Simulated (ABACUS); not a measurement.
Set up this calculation in ABACUS 3.10.1, as the native input.

| Property | Result |
| --- | --- |
| Task | single point |
| Functional | PBE |
| Potentials or basis | PseudoDojo NC SR 0.4.1 PBE standard |
| Cutoff | 1320 eV |
| Density cutoff | 5279 eV |
| Basis | plane waves |
| k mesh | 12 × 12 × 12 |
| Occupations | fermi-dirac, width 0.05 eV |
| Spin | collinear spin, ferromagnetic start |
| Starting moments | [2.0, 0.0] μB |
| Radial cutoff of the potentials (pseudo_rcut) | 10 bohr |
| SCF threshold on the density | 1e-08 |
| Max SCF steps | 100 |
| Eigensolver | dav |
| Mixing | broyden |
| Mixing share | 0.4 |
| Symmetry key | 1 |

The system is CoO.

```
Co O
1.0
    -1.50800    1.50800    2.10725
     1.50800   -1.50800    2.10725
     1.50800    1.50800   -2.10725
Co O
1 1
Direct
  0.00000 0.00000 0.00000
  0.50000 0.50000 0.00000
```

The input as run:

INPUT

```
INPUT_PARAMETERS
suffix              CoO
calculation         scf
basis_type          pw
pseudo_dir          ./
symmetry            1
dft_functional      pbe
ecutwfc             97
pseudo_rcut         10
nspin               2
nbands              17
ks_solver           dav
smearing_method     fd
smearing_sigma      0.00367493
scf_thr             1e-08
scf_nmax            100
mixing_type         broyden
mixing_beta         0.4
cal_force           1
cal_stress          1
kpar                4
```

STRU

```
ATOMIC_SPECIES
Co 58.9332 Co.upf
O 15.9990 O.upf

LATTICE_CONSTANT
1.8897261246

LATTICE_VECTORS
-1.5080000000 1.5080000000 2.1072475377
1.5080000000 -1.5080000000 2.1072475377
1.5080000000 1.5080000000 -2.1072475377

ATOMIC_POSITIONS
Direct

Co
0.0
1
0.0000000000 0.0000000000 0.0000000000 1 1 1 mag 2

O
0.0
1
0.5000000000 0.5000000000 0.0000000000 1 1 1 mag 0
```

KPT

```
K_POINTS
0
Gamma
12 12 12 0 0 0
```

Potentials or basis: PseudoDojo NC SR 0.4.1 PBE standard, plane waves.

Launch:

```bash
$ OMP_NUM_THREADS=1 mpirun -np 4 abacus > log
```

Results of the run:

| Quantity | Value |
| --- | --- |
| Pressure | -0.1 GPa |
| Band gap on the k mesh | none (metal or under the smearing width) |
| Net moment | 2.98 μB per cell |
| Absolute moment | 3.00 μB per cell |

Caveat: a cell with one magnetic atom can't hold antiferromagnetic order, which such compounds often take; semilocal functionals often make such compounds metallic where correlation or magnetic order opens a gap, which also shifts bond lengths.

Run time: 46 s on 4 MPI ranks on Intel(R) Xeon(R) 6975P-C (Granite Rapids), on a shared host, peak memory 0.52 GiB a rank.
